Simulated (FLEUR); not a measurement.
Runs of FLEUR MaX-R8.1 (later development tree) on CdSe. The structure is cubic, space group F-43m (No. 216). The conventional cell has a = 6.141 Å, b = 6.141 Å, c = 6.141 Å, α = 90.00°, β = 90.00°, γ = 90.00°. Cd (site symmetry -43m) has 4 Se at 2.66 Å as nearest neighbours. Se (site symmetry -43m) has 4 Cd at 2.66 Å as nearest neighbours. Measurements of this composition are mostly on another form, of space group No. 186.

```tsv
task	level	k mesh	inpgen profile	gmax	muffin-tin radii	lmax	max iterations	kmax	mesh quality	gap on the mesh (eV)	V0 of scaled cells (Å³/atom)	B0 (GPa)
band structure	PBE	8 × 8 × 8	moderate	22.5 1/bohr	Cd 2.52, Se 2.14 bohr	Cd 10, Se 8	60	4.5 1/bohr	not flagged	0.55	-	-
band structure	PBE	8 × 8 × 8	veryFastHighL	17.5 1/bohr	Cd 2.52, Se 2.14 bohr	Cd 9, Se 7	60	3.5 1/bohr	not flagged	0.55	-	-
single point	PBE	4 × 4 × 4	-	11.8 1/bohr	Cd 2.52, Se 2.14 bohr	Cd 10, Se 9	60	3.8 1/bohr	coarse	0.54	-	-
equation of state	PBEsol	8 × 8 × 8	-	12.4 1/bohr	Cd 2.44, Se 2.07 bohr	Cd 10, Se 9	-	4.01 1/bohr	not flagged	-	28.12	(d)
equation of state	PBE	8 × 8 × 8	-	14.7 1/bohr	Cd 2.44, Se 2.07 bohr	Cd 10, Se 9	-	4.73 1/bohr	not flagged	-	(b)	45
band structure	PW91	8 × 8 × 8	-	14.2 1/bohr	Cd 2.52, Se 2.14 bohr	Cd 10, Se 9	60	4.58 1/bohr	not flagged	(a)	-	-
band structure	WC	8 × 8 × 8	-	14.2 1/bohr	Cd 2.52, Se 2.14 bohr	Cd 10, Se 9	60	4.58 1/bohr	not flagged	0.39	-	-
equation of state	Wigner	8 × 8 × 8	-	12.4 1/bohr	Cd 2.44, Se 2.07 bohr	Cd 10, Se 9	-	4.01 1/bohr	not flagged	-	27.95	53
equation of state	PBE	8 × 8 × 8	fast	20 1/bohr	Cd 2.44, Se 2.07 bohr	Cd 7, Se 6	-	4 1/bohr	not flagged	-	29.76	44
band structure	PBEsol	8 × 8 × 8	-	12 1/bohr	Cd 2.52, Se 2.14 bohr	Cd 10, Se 9	60	3.88 1/bohr	not flagged	0.43	-	-
equation of state	WC	8 × 8 × 8	-	14.7 1/bohr	Cd 2.44, Se 2.07 bohr	Cd 10, Se 9	-	4.73 1/bohr	not flagged	-	28.16	(c)
band structure	LDA	8 × 8 × 8	-	14.2 1/bohr	Cd 2.52, Se 2.14 bohr	Cd 10, Se 9	60	4.58 1/bohr	not flagged	0.27	-	-
```

Alike in all rows: potentials or basis all-electron, FLAPW; no spin polarisation; cell as given; smearing fermi-dirac 0.05 eV.

Q: Estimate the missing entries.

A: (a) 0.51; (b) 29.75; (c) 52; (d) 51.

Caveats: some runs use coarse meshes; the plane-wave cutoff is short for the semicore states, which can make moduli rough (some runs); small basis for a fit (some runs).

A k mesh can miss the band edges, and the runs leave out spin-orbit coupling on Cd, Se.

Not every run made on this cell is shown here.
